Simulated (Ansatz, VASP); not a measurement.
# One calculation of Ti, two programs

```
CELL_PARAMETERS angstrom
-1.33701 1.33701 1.94268
1.33701 -1.33701 1.94268
1.33701 1.33701 -1.94268
ATOMIC_POSITIONS crystal
Ti 0.00000 0.00000 0.00000
```

Alike in both runs: task single point; functional PBEsol; k mesh 22 × 22 × 22; occupations gaussian, width 0.15 eV; no spin polarisation.

|  | VASP | Ansatz |
| --- | --- | --- |
| version | VASP 6.6.1 | Ansatz 0.2.0 |
| potentials or method | VASP PAW PBE potentials, release 64 (Ti_sv) | scalar-relativistic, plane waves, PAW |
| plane-wave cutoff (eV) | 520 | 520 |
| valence electrons in the cell | 12 | 12 |

```tsv
	VASP	Ansatz	Ansatz less VASP
gap on the k mesh at the Fermi level (eV)	none	none	-
pressure (GPa)	27.7	28.4	+0.67
largest component of the traceless stress (GPa)	0.55	0.52	-0.024
```

A gap of «none» marks a metal or a gap that the smearing closes. With one functional, cell and mesh, what is left measures potentials, basis and numerics. Ansatz warned: «pseudo_functional_mismatch».

Caveats: so large a pressure means that the cell lies far from this level's equilibrium, or that cutoff or potentials fall short (VASP); the potentials were made for another functional, which shifts forces and pressure (VASP).
